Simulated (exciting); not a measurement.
# BaO: the O K edge from the Bethe–Salpeter equation, part 2 of 2

How far do the exchange and direct terms reshape the O K edge of BaO?

exciting sodium; X-ray absorption, core-level Bethe-Salpeter equation, exchange and statically screened direct term, Tamm-Dancoff, all-electron LAPW+lo LDA.

So far. Step 6 (Exchange alone): Maxima (height): 4.1 eV (0.52), 5.8 eV (0.51), 7.4 eV (0.81), 8.9 eV (0.69) and 20.2 eV (0.59); 3 lower ones aren't listed. Against the independent-particle run the r.m.s. difference is 3 %. Step 7 (Direct term alone): Maxima (height): 1.2 eV (1.05), 3.1 eV (0.62), 4.6 eV (0.75), 5.9 eV (0.64) and 17.8 eV (0.46); 4 lower ones aren't listed. Against the singlet run the r.m.s. difference is 4 %. The highest maximum lies at 1.2 eV (1.05), against 1.2 eV (1.00).

The database entry behind the starting cell differs from later determinations by our own check (about 0.7 % short), so it need not match the best structure at ambient conditions.

### 8. Broadening (continued)

The spectrum differs from the singlet run by 26 % r.m.s. The highest maximum lies at 1.3 eV (1.49), against 1.2 eV (1.00). Only the width of each line changes; the area stays. A table step wider than the lines misses their tops.

```tsv
E (eV)	first run	this run
-3.0	0.03	0.01
-2.0	0.05	0.01
-1.0	0.10	0.02
0.0	0.34	0.24
1.0	0.95	1.26
2.0	0.74	0.83
3.0	0.61	0.69
4.0	0.58	0.50
5.0	0.69	0.65
6.0	0.66	0.87
7.0	0.38	0.28
8.0	0.32	0.30
9.0	0.18	0.12
10.0	0.18	0.16
11.0	0.19	0.16
12.0	0.14	0.13
13.0	0.14	0.13
14.0	0.19	0.25
15.0	0.13	0.09
16.0	0.20	0.17
17.0	0.41	0.53
18.0	0.46	0.54
19.0	0.37	0.40
20.0	0.21	0.18
21.0	0.12	0.08
22.0	0.12	0.11
23.0	0.12	0.09
24.0	0.15	0.13
25.0	0.20	0.19
26.0	0.19	0.19
```

### 9. Local-field cutoff

Changed against the first singlet run: cutoff of the kernels (bohr⁻¹) from 3 to 2.

Input file input.xml:

```
<input>
  <title>BaO</title>
  <structure speciespath="." autormt="false" epslat="1.0e-5">
    <crystal>
      <basevect>0.0000000000 5.1967468418 5.1967468418</basevect>
      <basevect>5.1967468418 0.0000000000 5.1967468418</basevect>
      <basevect>5.1967468418 5.1967468418 0.0000000000</basevect>
    </crystal>
    <species speciesfile="Ba.xml" rmt="2.464">
      <atom coord="0.0000000000 0.0000000000 0.0000000000"/>
    </species>
    <species speciesfile="O.xml" rmt="2.300">
      <atom coord="0.5000000000 0.5000000000 0.5000000000"/>
    </species>
  </structure>
  <groundstate do="skip" xctype="LDA_PW" ngridk="4 4 4" rgkmax="7" gmaxvr="14" nempty="8" swidth="0.001" maxscl="100" epsengy="1e-5"/>
  <xs xstype="BSE" ngridk="5 5 5" ngridq="5 5 5" vkloff="0.097 0.273 0.493" rgkmax="7" nempty="33" gqmax="2" lmaxapwwf="5" lmaxemat="2" broad="0.01654" tevout="true">
    <energywindow intv="17.984 19.601" points="439"/>
    <screening screentype="full" nempty="50"/>
    <BSE xas="true" xasspecies="2" xasatom="1" xasedge="K" bsetype="singlet" nstlxas="1 29"/>
    <qpointset>
      <qpoint>0 0 0</qpoint>
    </qpointset>
    <plan>
      <doonly task="xsgeneigvec"/>
      <doonly task="screen"/>
      <doonly task="scrcoulint"/>
      <doonly task="exccoulint"/>
    </plan>
  </xs>
</input>
```

Launch:

```sh
$ OMP_NUM_THREADS=1 mpirun -n 2 exciting
```

Numbers of over 12 decimals in the logs are rounded to 6 here.

Output:

```text
| EXCITING SODIUM started for task xsgeneigvec ( 301)                          =
One-shot GS runs for BSE calculations
One-shot GS runs for k+qmt/2 grids
Info(xsgeneigvec): Generating eigenvectors for Q-point      1
Info(xsgeneigvec): Generation of eigenvectors finished
| EXCITING SODIUM started for task screen ( 430)                               =
Info(screenlauncher): Calculating screening for unshifted q-grid.
Info(screenlauncher): Number of q points:      10
Info(screenlauncher): lowest (partially)  unoccupied state:     14
Info(screenlauncher): highest (partially) occupied state  :     13
Info(screenlauncher): number of occupied states considered:   13
Info(screenlauncher): number of unoccupied states considered:   51
Info(screenlauncher): Starting loop over q-points
Info(screenlauncher): Screening for unshifted q-grid finished
Info(screenlauncher): Screening finished
| EXCITING SODIUM started for task scrcoulint ( 440)                           =
Info(scrcoulintlauncher): Setting up screened Coulomb interaction matrix W.
Info(scrcoulintlauncher): Using momentum transfer vectors from list :   1 to  1
Info(scrcoulintlauncher): Calculating screened Coulomb interaction matrix W
Info(scrcoulintlauncher): Momentum transfer list index: iqmt=  1
Info(scrcoulintlauncher): Momentum transfer: vqmtl=   0.000   0.000   0.000
Info(scrcoulintlauncher): Calculating RR block of W
Info(scrcoulint): Inspecting occupations...
Info(setranges_modxs): Number of non-reduced k-points:      125
Info(setranges_modxs): Number of states considered:       47
Info(setranges_modxs): Number of (partially) occupied states:        2
Info(setranges_modxs): Highest (partially) occupied states:       13
Info(setranges_modxs): Number of (partially) unoccupied states:       34
Info(setranges_modxs): Lowest (partially) unoccupied states:       14
Info(scrcoulint): Selecting transitions...
Info(select_transitions): Inspecting transitions in the  band interval:
  lowest occupied state:   1
  highest occupied state:   2
  lowest unoccupied state:  14
  highest unoccupied state:  42
  Opening gap with a scissor of:      0.000/H      0.000/eV
Info(select_transitions): Number of participating transitions:    7250
Info(scrcoulint): Size of file SCCLI will be about     0.394754 GB
Info(scrcoulint): Using q-grid
Info(scrcoulint): Number of reduced q-points:     10
Info(scrcoulint): Number of non-reduced q-points:    125
```

The job ended after 9.7 min (2 MPI ranks of Arm Neoverse N1, shared host).

The run was cut off at its time limit.

### 10. From independent particles to the full kernel

```tsv
level	curve passes 0.15 (eV)	highest maximum (eV)	its height
IP	1.4	7.4	0.82
RPA	1.5	7.4	0.81
direct only	-0.6	1.2	1.05
singlet	-0.6	1.2	1.00
```

```tsv
E (eV)	IP	RPA	direct only	singlet
-3.0	0.01	0.01	0.03	0.03
-2.0	0.02	0.02	0.05	0.05
-1.0	0.02	0.02	0.10	0.10
0.0	0.04	0.04	0.38	0.34
1.0	0.11	0.10	1.02	0.95
2.0	0.27	0.26	0.74	0.74
3.0	0.45	0.43	0.62	0.61
4.0	0.53	0.51	0.59	0.58
5.0	0.42	0.40	0.68	0.69
6.0	0.52	0.50	0.64	0.66
7.0	0.70	0.68	0.37	0.38
8.0	0.54	0.55	0.31	0.32
9.0	0.67	0.69	0.17	0.18
10.0	0.29	0.30	0.17	0.18
11.0	0.23	0.23	0.19	0.19
12.0	0.23	0.23	0.14	0.14
13.0	0.17	0.17	0.14	0.14
14.0	0.17	0.18	0.18	0.19
15.0	0.21	0.21	0.13	0.13
16.0	0.13	0.13	0.20	0.20
17.0	0.18	0.18	0.41	0.41
18.0	0.30	0.30	0.45	0.46
19.0	0.44	0.43	0.35	0.37
20.0	0.57	0.58	0.20	0.21
21.0	0.37	0.39	0.12	0.12
22.0	0.19	0.20	0.11	0.12
23.0	0.17	0.18	0.12	0.12
24.0	0.16	0.17	0.15	0.15
25.0	0.21	0.21	0.20	0.20
26.0	0.26	0.27	0.18	0.19
```

### 11. Outcome

```json
{"absorber and edge": "O K, atom 2", "surroundings": "6 Ba at 2.75 Å (octahedral, site symmetry m-3m)", "first bright state": "-0.10 eV from the Kohn–Sham onset, on this mesh", "highest maximum": "1.2 eV", "cost of the BSE run": "62 min on 2 MPI ranks of Arm Neoverse N1, shared host; the last task ran on as many threads"}
```

**Reading.** Is a core exciton bound? Undecided on this mesh: the first bright state (over 5 % of the brightest) lies at -0.10 eV from the Kohn–Sham onset and at -0.17 eV from the lowest bare transition of its own mesh; weaker or dark states reach down to -0.47 eV. Changing the half width (eV) from 0.45 to 0.11 alters the spectrum by 26 % r.m.s. Exchange alone changes the independent-particle spectrum by 3 % r.m.s. Leaving exchange out of the full kernel changes the spectrum by 4 % r.m.s. A mesh of 125 points doesn't converge binding energies. The kernel cutoff is low for a compact core orbital, so the effect of exchange is a lower bound. The zero comes from the unshifted 4×4×4 ground-state mesh; it is exact only where the band minimum lies on that mesh. The Kohn–Sham onset, 501 eV, is no photon energy: the scale needs a rigid shift. No quasiparticle correction widens the gap or stretches the bands. Vibrations and energy-dependent lifetimes are left out. The structure is a published determination, not relaxed.

[Banner, clock and machine lines of the logs are left out without a mark of their own.]

[Logs are printed without paths, hosts, clocks, repeated set-up lines and the standing remarks that a program may print on its own settings, such as how far it seeks lower states.]

[Hosts, paths, dates, database ids (printed as entryN), source tags and the programs' standing remarks are cut or masked in the printed files.]
